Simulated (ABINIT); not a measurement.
Sb:

```
Sb
1.0
    -1.57654    1.57654    2.71194
     1.57654   -1.57654    2.71194
     1.57654    1.57654   -2.71194
Sb
1
Direct
  0.00000 0.00000 0.00000
```

This isn't the form of Sb at room conditions, which is rhombohedral.

* Program: ABINIT 10.8.3 (patched build)
* Task: relaxation of cell and atoms
* Functional: PBE
* Potentials or basis: JTH PAW PBE v2.0
* Cutoff: 435 eV
* k mesh: 12 × 12 × 12
* Occupations: fermi-dirac, width 0.05 eV
* Spin: no spin polarisation

At the start: pressure 1.8 GPa; volume 26.96 Å³/atom.

Where does the relaxation end?

Over 13 steps the energy falls by 6.3 meV/atom and the volume is 27.61 Å³/atom (+2.4 %); space group I4/mmm (No. 139, to 0.05 Å).

Step by step:
```
step  energy change (eV)  largest force (eV/Å)  pressure (GPa)  volume (Å³)
   1              0.0000                0.0000            1.78        26.96
   2             -0.0015                0.0000            1.41        27.11
   3             -0.0044                0.0000            0.03        27.71
   4             -0.0044                0.0000           -0.04        27.73
   5             -0.0045                0.0000           -0.17        27.79
   6             -0.0048                0.0000           -0.43        27.88
   7             -0.0037                0.0000           -1.22        28.18
   8             -0.0052                0.0000           -0.53        27.90
   9             -0.0055                0.0000           -0.51        27.88
  10             -0.0059                0.0000           -0.17        27.66
  11             -0.0063                0.0000           -0.14        27.68
  12             -0.0063                0.0000           -0.05        27.63
  13             -0.0063                0.0000            0.00        27.61
```

Final structure:
```xyz
1
Lattice="-1.6126 1.6126 2.6540 1.6126 -1.6126 2.6540 1.6126 1.6126 -2.6540" Properties=species:S:1:pos:R:3 pbc="T T T"
Sb    0.0000    0.0000    0.0000
```
